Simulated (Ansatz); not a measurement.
System: MgO (rock salt type), 2 atoms in the cell.

```
CELL_PARAMETERS angstrom
0.00000 2.12500 2.12500
2.12500 0.00000 2.12500
2.12500 2.12500 0.00000
ATOMIC_POSITIONS crystal
Mg 0.00000 0.00000 0.00000
O 0.50000 0.50000 0.50000
```

All numbers below come from r²SCAN, plane waves, PAW datasets (generated soft set 1) in Ansatz 0.2.0 development build.

Cutoff 500 eV; k-mesh 6×6×6 Γ-centred; Fermi–Dirac smearing of 0.02 eV; no spin polarisation.

(1) How large is the gap on this mesh, is it direct, and where do the band edges lie (fractions of the reciprocal vectors of this cell)?

(2) List the levels near the gap at (0.000, 0.000, 0.000), (0.000, 0.000, -0.500), (0.000, 0.167, -0.333), (0.000, 0.167, -0.167), in eV from the top of the valence band (v1 is the highest filled band, c1 the lowest empty one).

Answers

(1) 5.38 eV, direct at (0.000, 0.000, 0.000).

(2) 
```json
{"k": "(0.000, 0.000, 0.000)", "v4": "-18.06", "v3": "0.00", "v2": "0.00", "v1": "0.00", "c1": "5.38", "c2": "16.67", "c3": "16.67"}
{"k": "(0.000, 0.000, -0.500)", "v4": "-16.84", "v3": "-4.48", "v2": "-0.64", "v1": "-0.64", "c1": "8.66", "c2": "13.50", "c3": "17.23"}
{"k": "(0.000, 0.167, -0.333)", "v4": "-16.90", "v3": "-3.77", "v2": "-1.50", "v1": "-0.64", "c1": "9.72", "c2": "12.99", "c3": "15.39"}
{"k": "(0.000, 0.167, -0.167)", "v4": "-17.41", "v3": "-2.54", "v2": "-0.90", "v1": "-0.31", "c1": "8.36", "c2": "13.10", "c3": "16.66"}
```

Semilocal functionals give gaps that mostly lie well below measured ones.
